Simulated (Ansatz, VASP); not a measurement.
# CaO: VASP beside Ansatz

```
Ca O
1.0
     0.00000    2.49360    2.49360
     2.49360    0.00000    2.49360
     2.49360    2.49360    0.00000
Ca O
1 1
Direct
  0.00000 0.00000 0.00000
  0.50000 0.50000 0.50000
```

Alike in both runs: task single point; functional PBE; k mesh 8 × 8 × 8; occupations gaussian, width 0.02 eV; no spin polarisation.

```csv
,VASP,Ansatz
version,VASP 6.6.1,Ansatz 0.2.0
potentials or method,"VASP PAW PBE potentials, release 64 (Ca_sv, O)","scalar-relativistic, plane waves, PAW"
plane-wave cutoff (eV),520,420
valence electrons in the cell,16,16
```

Ansatz gave:

* gap on the k mesh at the Fermi level (eV): 3.65
* least direct gap on the mesh (eV): 3.88
* pressure (GPa): -8.2

Task: Which values does VASP return?

Result: gap on the k mesh at the Fermi level (eV): 3.64; least direct gap on the mesh (eV): 3.87; pressure (GPa): -7.8.

A k mesh can miss the band edges. Expect the measured gap to be larger: semilocal functionals such as PBE lack the derivative discontinuity.
